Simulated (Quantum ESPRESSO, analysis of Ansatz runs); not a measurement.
# Migration in ZrO2 (Pca2_1): V_O hop (2.7 Å), charge +2 (Quantum ESPRESSO), part 2 of 3

Aim: the barrier of one jump in ZrO2 (Pca2_1) at charge +2: V_O hop (2.7 Å). The model is a cell of 96 host atoms with 1 O taken out; O is the atom that moves.

Quantum ESPRESSO 7.5; Quantum ESPRESSO plane-wave DFT, PBEsol, GBRV 1.5 PBEsol potentials; nudged elastic band between two relaxed defect structures at fixed charge in a uniform background.

So far: Set-up; Relaxation of the start point, charge +2.

## Step 3: Relaxation of the end point, charge +2

Level of this step: Quantum ESPRESSO plane-wave DFT, PBEsol, GBRV 1.5 PBEsol potentials; relaxation of all atoms of a defect supercell at fixed charge in a uniform background (Quantum ESPRESSO).

The end point is relaxed in the same cell and settings, so that the two energies compare. Atoms more than 3.2 Å from the middle of the hop start where the first relaxation left them, the nearer ones on or close to their ideal places, with small random displacements.

File pw.in:

```
&CONTROL
  calculation = 'relax'
  prefix = 'pwscf'
  outdir = './tmp'
  pseudo_dir = './pseudo'
  tprnfor = .true.
  disk_io = 'low'
  nstep = 70
  forc_conv_thr = 0.0012
  etot_conv_thr = 0.0001
/
&SYSTEM
  ibrav = 0
  nat = 95
  ntyp = 2
  ecutwfc = 36
  ecutrho = 288
  nbnd = 384
  occupations = 'fixed'
  tot_charge = 2
  nosym = .true.
/
&ELECTRONS
  conv_thr = 1d-07
  electron_maxstep = 100
  mixing_beta = 0.5
/
&IONS
  ion_dynamics = 'bfgs'
/
ATOMIC_SPECIES
Zr    91.2240 zr_pbesol_v1.uspp.F.UPF
O     15.9990 o_pbesol_v1.2.uspp.F.UPF
CELL_PARAMETERS angstrom
  10.5038946071    0.0000000000    0.0000000000
   5.2519473035   10.0919161557    0.0000000000
   0.0000000000    0.0000000000   10.1318925420
ATOMIC_POSITIONS crystal
Zr     0.0807039584    0.8692341860    0.3746668285
Zr     0.3323383156    0.3671800700    0.3742511669
[... 1 atom line left out ...]
Zr     0.4497448727    0.6338609755    0.3738349871
[... 42 atom lines left out ...]
O      0.0160026597    0.2302623186    0.5003046458
[... 2 atom lines left out ...]
Zr     0.8321634515    0.3660694579    0.3727871202
[... 10 atom lines left out ...]
O      0.6656711827    0.5347724581    0.3043087909
[... 15 atom lines left out ...]
Zr     0.6673321240    0.6336778965    0.6245212359
[... 1 atom line left out ...]
Zr     0.5513223795    0.3656663183    0.6227739457
[... 5 atom lines left out ...]
O      0.6659220361    0.5351740092    0.8037353660
[... 1 atom line left out ...]
O      0.7315768805    0.2689710134    0.7489374765
[... 2 atom lines left out ...]
O      0.5507590846    0.5330753277    0.5538124299
O      0.4978906491    0.7695606910    0.4999291735
O      0.7490287948    0.2697685882    0.4989941936
[... 2 atom lines left out ...]
O      0.7686215323    0.7313411595    0.4999393629
K_POINTS gamma
```

Started as:

```
> OMP_NUM_THREADS=1 mpirun -n 4 pw.x -in pw.in > pw.out
```

The log of the run:

```text
[shortened: banners, details of potentials and solvers, and blank lines are left out]
[banner, memory and clock lines left out]
     gamma-point specific algorithms are used
     one sub-group per band group will be used
     bravais-lattice index     =            0
     lattice parameter (alat)  =      19.8495  a.u.
     unit-cell volume          =    7247.8829 (a.u.)^3
     number of atoms/cell      =           95
     number of atomic types    =            2
     number of electrons       =       760.00
     number of Kohn-Sham states=          384
     kinetic-energy cutoff     =      36.0000  Ry
     charge density cutoff     =     288.0000  Ry
     scf convergence threshold =      1.0E-07
     mixing beta               =       0.5000
     number of iterations used =            8  plain     mixing
     energy convergence thresh.=      1.0E-04
     force convergence thresh. =      1.2E-03
     Exchange-correlation= SLA  PW   PSX  PSC
                           (   1   4  10   8   0   0   0)
     nstep                     =           70
     crystal axes: (cart. coord. in units of alat)
               a(1) = (   1.000000   0.000000   0.000000 )
               a(2) = (   0.500000   0.960779   0.000000 )
               a(3) = (   0.000000   0.000000   0.964584 )
     PseudoPot. # 1 for Zr read from file:
     zr_pbesol_v1.uspp.F.UPF
     Pseudo is Ultrasoft + core correction, Zval = 12.0
[...]
PseudoPot. # 2 for O  read from file:
     o_pbesol_v1.2.uspp.F.UPF
     Pseudo is Ultrasoft + core correction, Zval =  6.0
[...]
atomic species   valence    mass     pseudopotential
     Zr               12.00    91.22400     Zr( 1.00)
     O                 6.00    15.99900     O ( 1.00)
     No symmetry found
     site n.     atom                  positions (alat units)
         1        Zr     tau(   1) = (   0.5153211   0.8351415   0.3613978  )
         2        Zr     tau(   2) = (   0.5159284   0.3527787   0.3609968  )
         3        Zr     tau(   3) = (   0.2651351   0.1287594   0.3586029  )
         4        Zr     tau(   4) = (   0.7666754   0.6090000   0.3605954  )
         5        Zr     tau(   5) = (   0.4838166   0.6091444   0.1178783  )
         6        Zr     tau(   6) = (   0.4846977   0.1296381   0.1210946  )
         7        Zr     tau(   7) = (   0.2340300   0.3524315   0.1195503  )
         8        Zr     tau(   8) = (   0.7336464   0.8358593   0.1150701  )
[...]
number of k points=     1
                       cart. coord. in units 2pi/alat
        k(    1) = (   0.0000000   0.0000000   0.0000000), wk =   2.0000000
     Dense  grid:   299085 G-vectors     FFT dimensions: ( 108, 120, 108)
     Smooth grid:   105679 G-vectors     FFT dimensions: (  75,  90,  75)
     Check: negative core charge=   -0.000003
     starting charge     761.9368, renormalised to     760.0000
     Self-consistent Calculation
     iteration #  1     ecut=    36.00 Ry     beta= 0.50
     total energy              =   -5206.41042841 Ry
     estimated scf accuracy    <      34.83145619 Ry
     iteration #  2     ecut=    36.00 Ry     beta= 0.50
     total energy              =   -5216.63490648 Ry
     estimated scf accuracy    <      15.46090097 Ry
     iteration #  3     ecut=    36.00 Ry     beta= 0.50
     total energy              =   -5219.14247534 Ry
     estimated scf accuracy    <       1.80840248 Ry
[...]
estimated scf accuracy    <       0.00044236 Ry
[... 127 further cycles ...]
     iteration #  5     ecut=    36.00 Ry     beta= 0.50
     total energy              =   -5219.64466600 Ry
     estimated scf accuracy    <       0.00000005 Ry
     iteration #  6     ecut=    36.00 Ry     beta= 0.50
     total energy              =   -5219.64466601 Ry
     estimated scf accuracy    <          8.8E-09 Ry
     iteration #  7     ecut=    36.00 Ry     beta= 0.50
     End of self-consistent calculation
          k = 0.0000 0.0000 0.0000 ( 13232 PWs)   bands (ev):
   -36.3347 -36.2213 -36.1839 -36.1767 -36.1698 -36.1535 -36.1368 -36.1300
   -36.1184 -36.1144 -36.0959 -36.0832 -36.0756 -36.0690 -36.0682 -36.0667
   -36.0605 -36.0555 -36.0501 -36.0394 -36.0384 -36.0317 -36.0298 -36.0252
   -36.0202 -36.0172 -36.0143 -36.0134 -36.0063 -36.0001 -35.9910 -35.9874
   -14.9242 -14.8693 -14.8427 -14.8282 -14.7977 -14.7763 -14.7704 -14.7599
   -14.7435 -14.7113 -14.7018 -14.6953 -14.6876 -14.6802 -14.6718 -14.6647
   -14.6585 -14.6448 -14.6378 -14.6352 -14.6136 -14.6023 -14.5872 -14.5832
   -14.5744 -14.5448 -14.5416 -14.5299 -14.5121 -14.5014 -14.4991 -14.4879
[...]
highest occupied, lowest unoccupied level (ev):    11.2727   14.6180
!    total energy              =   -5219.64466601 Ry
     estimated scf accuracy    <          5.7E-10 Ry
     The total energy is the sum of the following terms:
     one-electron contribution =    -891.46324455 Ry
     hartree contribution      =     909.60807831 Ry
     xc contribution           =   -1023.41452697 Ry
     ewald contribution        =   -4214.37497280 Ry
     convergence has been achieved in   7 iterations
     Forces acting on atoms (cartesian axes, Ry/au):
     atom    1 type  1   force =     0.00019207    0.00036186    0.00038904
     atom    2 type  1   force =    -0.00050335    0.00025444   -0.00017206
     atom    3 type  1   force =     0.00036019    0.00001488    0.00028809
     atom    4 type  1   force =     0.00008418   -0.00027127   -0.00011989
     atom    5 type  1   force =     0.00043502   -0.00008525    0.00002142
     atom    6 type  1   force =     0.00057101   -0.00015747   -0.00000053
     atom    7 type  1   force =    -0.00039544   -0.00037236   -0.00018681
     atom    8 type  1   force =    -0.00026354   -0.00067171   -0.00012887
[...]
Total force =     0.007839     Total SCF correction =     0.000090
     Energy error            =      1.4E-04 Ry
     Gradient error          =      1.5E-03 Ry/Bohr
     number of scf cycles    =  16
     number of bfgs steps    =  15
     energy             old  =   -5219.6445300579 Ry
     energy             new  =   -5219.6446660118 Ry
     CASE: energy            _new < energy            _old
     new trust radius        =       0.0079275323 bohr
     new conv_thr            =       0.0000000013 Ry
ATOMIC_POSITIONS (crystal)
Zr               0.0824010775        0.8659171562        0.3719216233
Zr               0.3343199182        0.3665210717        0.3739994676
Zr               0.1979400326        0.1344192981        0.3780694365
Zr               0.4497781744        0.6333253207        0.3741607380
Zr               0.1673567299        0.6337427050        0.1238195350
Zr               0.4162658235        0.1349192548        0.1265118387
Zr               0.0532449247        0.3661304634        0.1246314479
Zr               0.3022728629        0.8656611940        0.1255156029
[...]
Check: negative core charge=   -0.000003
     Self-consistent Calculation
     iteration #  1     ecut=    36.00 Ry     beta= 0.50
     total energy              =   -5219.64475371 Ry
     estimated scf accuracy    <       0.00007122 Ry
     iteration #  2     ecut=    36.00 Ry     beta= 0.50
     total energy              =   -5219.64476096 Ry
     estimated scf accuracy    <       0.00000838 Ry
     iteration #  3     ecut=    36.00 Ry     beta= 0.50
     total energy              =   -5219.64476243 Ry
     estimated scf accuracy    <       0.00000166 Ry
[...]
estimated scf accuracy    <       0.00000016 Ry
     iteration #  5     ecut=    36.00 Ry     beta= 0.50
     total energy              =   -5219.64476276 Ry
     estimated scf accuracy    <       0.00000004 Ry
     iteration #  6     ecut=    36.00 Ry     beta= 0.50
     total energy              =   -5219.64476276 Ry
     estimated scf accuracy    <          6.0E-09 Ry
     iteration #  7     ecut=    36.00 Ry     beta= 0.50
     End of self-consistent calculation
          k = 0.0000 0.0000 0.0000 ( 13232 PWs)   bands (ev):
   -36.3317 -36.2224 -36.1827 -36.1760 -36.1686 -36.1532 -36.1347 -36.1304
   -36.1171 -36.1137 -36.0944 -36.0837 -36.0759 -36.0705 -36.0692 -36.0673
   -36.0615 -36.0570 -36.0503 -36.0403 -36.0389 -36.0319 -36.0293 -36.0255
   -36.0200 -36.0162 -36.0145 -36.0130 -36.0075 -36.0006 -35.9909 -35.9855
   -14.9226 -14.8679 -14.8424 -14.8275 -14.7972 -14.7757 -14.7695 -14.7595
   -14.7429 -14.7112 -14.7018 -14.6952 -14.6878 -14.6801 -14.6720 -14.6643
   -14.6585 -14.6449 -14.6376 -14.6355 -14.6136 -14.6018 -14.5875 -14.5832
   -14.5743 -14.5444 -14.5413 -14.5299 -14.5126 -14.5013 -14.4989 -14.4874
[...]
highest occupied, lowest unoccupied level (ev):    11.2728   14.6192
!    total energy              =   -5219.64476276 Ry
     estimated scf accuracy    <          4.2E-10 Ry
     The total energy is the sum of the following terms:
     one-electron contribution =    -891.47899700 Ry
     hartree contribution      =     909.61776215 Ry
     xc contribution           =   -1023.41630194 Ry
     ewald contribution        =   -4214.36722597 Ry
     convergence has been achieved in   7 iterations
     Forces acting on atoms (cartesian axes, Ry/au):
     atom    1 type  1   force =     0.00020595    0.00031096    0.00073614
     atom    2 type  1   force =    -0.00063215    0.00038553    0.00000346
     atom    3 type  1   force =     0.00040311    0.00029611    0.00046662
     atom    4 type  1   force =     0.00024665   -0.00047957   -0.00030787
     atom    5 type  1   force =     0.00021400   -0.00036730    0.00012749
     atom    6 type  1   force =     0.00043909   -0.00029801   -0.00033017
     atom    7 type  1   force =    -0.00034147    0.00014479    0.00032488
     atom    8 type  1   force =    -0.00058051   -0.00052801   -0.00028946
[...]
Total force =     0.006799     Total SCF correction =     0.000084
     Energy error            =      9.7E-05 Ry
     Gradient error          =      9.5E-04 Ry/Bohr
     bfgs converged in  17 scf cycles and  16 bfgs steps
     (criteria: energy <  1.0E-04 Ry, force <  1.2E-03 Ry/Bohr)
     End of BFGS Geometry Optimization
     Final energy             =   -5219.6447627620 Ry
Begin final coordinates
ATOMIC_POSITIONS (crystal)
Zr               0.0824010775        0.8659171562        0.3719216233
Zr               0.3343199182        0.3665210717        0.3739994676
Zr               0.1979400326        0.1344192981        0.3780694365
Zr               0.4497781744        0.6333253207        0.3741607380
Zr               0.1673567299        0.6337427050        0.1238195350
Zr               0.4162658235        0.1349192548        0.1265118387
Zr               0.0532449247        0.3661304634        0.1246314479
Zr               0.3022728629        0.8656611940        0.1255156029
[...]
End final coordinates
```

The job ended after 23 min (4 MPI ranks of Arm Neoverse V1, shared host; peak memory 2 GiB).

The steps of the relaxation:

```tsv
step	energy less that of the first step (eV)
0	0.0000
1	-1.8035
2	-2.3611
3	-2.6062
4	-2.7875
5	-2.9029
6	-2.9523
7	-3.0049
8	-3.0374
9	-3.0587
10	-3.0761
11	-3.0879
12	-3.0963
13	-3.1014
14	-3.1045
15	-3.1063
16	-3.1076
```

The atoms that moved most (Å):

```tsv
atom	dx	dy	dz	length
O47	0.018	0.348	0.015	0.348
O90	0.257	-0.070	-0.053	0.272
Zr77	-0.099	0.204	0.106	0.250
Zr31	0.214	-0.051	0.116	0.249
O46	-0.056	0.168	0.130	0.220
O42	-0.202	-0.035	0.026	0.206
Zr50	-0.067	-0.078	-0.151	0.182
O95	-0.090	-0.130	0.038	0.162
```

Neighbours of O90 at the end:

```tsv
atom	distance (Å)
Zr79	2.093
Zr77	2.093
Zr4	2.218
O91	2.592
O61	2.687
O92	2.695
O85	2.743
O42	2.888
```

Numbers from this step:

| Quantity | Value |
| --- | --- |
| highest filled level | 11.27 eV |
| lowest empty level | 14.62 eV |
| r.m.s. move of the farther half of the atoms | 0.04717 Å |
| largest move from the ideal geometry of this structure, a common shift of the far atoms taken out | 0.3489 Å |

The relaxation gained 3.108 eV and ended with a largest force component of 0.025 eV/Å. The end lies within 1 meV of the start.

[end of part 2 of 3]

[Logs are printed without paths, hosts, clocks, repeated set-up lines and the standing remarks that a program may print on its own settings, such as how far it seeks lower states.]

[Hosts, paths, dates, database ids (printed as entryN), source tags and the programs' standing remarks are cut or masked in the printed files.]
